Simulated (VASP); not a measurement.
Wanted: the native input for a VASP 6.6.1 run.

```yaml
Task: relaxation of cell and atoms
Functional: LDA
Potentials_or_basis: VASP PAW LDA potentials, release 64 (Te, Pb_d)
Cutoff: 600 eV
k_mesh: 8 × 8 × 8
Occupations: gaussian, width 0.03 eV
Spin: no spin polarisation
Target_pressure: 5.02 GPa
Further_INCAR_settings: ALGO = Normal; EDIFF = 1e-07; IBRION = 2; EDIFFG = -0.005; NSW = 90; ISIF = 3
Target_pressure: 5.02 GPa
```

The structure of TePb lies in POSCAR:

```
TePb                                    
1.0
   -0.0000000000      3.1049088186      3.1049088186
    3.1049088186     -0.0000000000      3.1049088186
    3.1049088186      3.1049088186      0.0000000000
  Te              Pb            
     1     1
Direct
     0.5000000000000000    0.5000000000000000    0.5000000000000000
     0.0000000000000000    0.0000000000000000    0.0000000000000000
```

The input as run:

INCAR

```
PREC = Accurate
ENCUT = 600
EDIFF = 1E-7
ISMEAR = 0
SIGMA = 0.03
LREAL = False
LASPH = True
NELM = 80
ALGO = Normal
ISIF = 3
LWAVE = False
LCHARG = False
IBRION = 2
NSW = 90
EDIFFG = -0.005
PSTRESS = 50.2
```

KPOINTS

```
regular mesh
0
Gamma
  8 8 8
```

Potentials or basis: VASP PAW LDA potentials, release 64 (Te, Pb_d).

The run is started by

```sh
$ cat potpaw_LDA.64/Te/POTCAR potpaw_LDA.64/Pb_d/POTCAR > POTCAR
$ mpirun -np 1 vasp_std > vasp.out
```

It gave:

The relaxed volume is 29.90 Å³/atom, the relaxed cell is a = 4.389 Å, b = 4.389 Å, c = 4.389 Å, α = 60.00°, β = 60.00°, γ = 60.00° and the space group after relaxing (to 0.05 Å) is Fm-3m (No. 225). The energy change on relaxing (the enthalpy is what falls) is +1.1 meV/atom and the ionic steps are 3. The pressure after relaxing is 5.0 GPa and the band gap on the k mesh is 0.34 eV, direct.

Caveat: the cell is relaxed towards a set pressure, so the enthalpy falls and the energy may rise; spin-orbit coupling is left out, which as a rule narrows the gap of such compounds by several tenths of an eV.

Run time: 20 s on 1 thread of Intel(R) Xeon(R) 6975P-C (Granite Rapids), with other jobs on the host, peak memory 0.19 GiB.
